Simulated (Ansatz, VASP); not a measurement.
CdS in VASP and in Ansatz

The input INCAR:

```
SYSTEM = CdS
  ALGO = Normal
  EDIFF = 1E-7
  ENCUT = 520
  GGA = PE
  ISIF = 2
  ISMEAR = -1
  LASPH = .True.
  LCHARG = .True.
  LELF = .True.
  LREAL = .False.
  LVHAR = .True.
  LWAVE = .False.
  NBANDS = 26
  NELM = 100
  PREC = Accurate
  SIGMA = 0.1
```

File KPOINTS:

```
k-points
0
Gamma
  9 9 5
  0 0 0
```

POSCAR

```
CdS
1.0
    4.1940777687      0.0000000000      0.0000000000
   -2.0970388844      3.6321778932      0.0000000000
    0.0000000000      0.0000000000      6.8340953140
Cd S
2 2
Direct
    0.3333333333      0.6666666667     -0.0000775733
    0.6666666667      0.3333333333      0.4999224267
    0.3333333333      0.6666666667      0.3760775733
    0.6666666667      0.3333333333      0.8760775733
```

Input for Ansatz:

```yaml
crystal:
  lattice:
    - [4.1940777687, 0.0, 0.0]
    - [-2.0970388844, 3.6321778932, 0.0]
    - [0.0, 0.0, 6.834095314]
  atoms:
    - { symbol: Cd, position: [0.3333333333, 0.6666666667, -7.75733e-05] }
    - { symbol: Cd, position: [0.6666666667, 0.3333333333, 0.4999224267] }
    - { symbol: S, position: [0.3333333333, 0.6666666667, 0.3760775733] }
    - { symbol: S, position: [0.6666666667, 0.3333333333, 0.8760775733] }
kpoints:
  mp_grid: { grid: [9, 9, 5] }
scf:
  occupations: { method: fermi_dirac, width: 0.1 }
hamiltonian:
  xc: pbe
  pseudopotentials: { kind: all_electron, lapw: { basis_error: 0.0005 } }
output:
  forces: true
  stress: true
  eigenvalues: true
  populations: true
```

Alike in both runs: task single point; functional PBE; k mesh 9 × 9 × 5; occupations fermi-dirac, width 0.1 eV; no spin polarisation.

```csv
,VASP,Ansatz
version,VASP 6.6.1,Ansatz 0.2.0
potentials or method,"VASP PAW PBE potentials, release 64 (Cd, S)","all-electron LAPW, scalar-relativistic"
plane-wave cutoff (eV),520,see its input
```

|  | VASP | Ansatz | Ansatz less VASP |
| --- | --- | --- | --- |
| pressure (GPa) | 0.3 | 0.0 | -0.27 |

Ansatz ran all-electron here, so the differences hold the error of VASP's frozen core and of both bases.
